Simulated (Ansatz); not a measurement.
# MgI₂ (fluorite) under strain

MgI₂ in the fluorite structure, relaxed with r2SCAN in Ansatz. It is cubic, Fm-3m (No. 225); conventional cell a = 7.511 Å, 35.32 Å³ an atom. Mg is surrounded by 8 I at 3.25 Å; I is surrounded by 4 Mg at 3.25 Å.

The axes x, y and z are those of this cell:
```xyz
3
Lattice="0.0000 3.7557 3.7557 3.7557 0.0000 3.7557 3.7557 3.7557 0.0000" Properties=species:S:1:pos:R:3 pbc="T T T"
Mg    0.0000    0.0000    0.0000
I     1.8779    1.8779    1.8779
I     5.6336    5.6336    5.6336
```

Unstrained: The PBE gap is indirect, 0.609 eV (X to Γ), below the direct gap of 1.077 eV at X. The r2SCAN gap is indirect, 1.341 eV (X to Γ), below the direct gap of 1.536 eV at X. With HSE06 the valence top lies at X and the conduction bottom at Γ, 1.427 eV higher; the smallest vertical gap, at X, is 1.821 eV. Meshes: PBE 6×6×6, r2SCAN 6×6×6, HSE06 4×4×4. Strains are changes of length per length. After each strain the atoms were relaxed again with r2SCAN within the symmetry that the strain leaves, so tilts or polar shifts that break it weren't tested; points keep the names that they have in the unstrained zone. No spin polarisation and no zero-point or thermal motion; the cell was built from a prototype and may be hypothetical.

Changes of the least gap in eV (an overlap counts as a negative gap):

| strain | volume change (%) | space group | PBE | r2SCAN | HSE06 | energy rise, r2SCAN (meV/atom) |
| --- | --- | --- | --- | --- | --- | --- |
| isotropic +1.96 % on every length | +6.0 | Fm-3m | -0.105 | -0.123 | -0.124 | 11.3 |

Isotropic +1.96 % on every length. HSE06: the gap goes from 1.427 to 1.303 eV (-0.124 eV). Stress change with r2SCAN, compression positive: xx -1.58, yy -1.58, zz -1.58 GPa. For HSE06, dE_g/d ln V = -2.1 eV over this step.

Spin-orbit coupling is left out, which matters wherever the heavy atoms make up the band edges.

The meshes of the hybrids are coarse, so their gaps aren't converged to the digits shown.
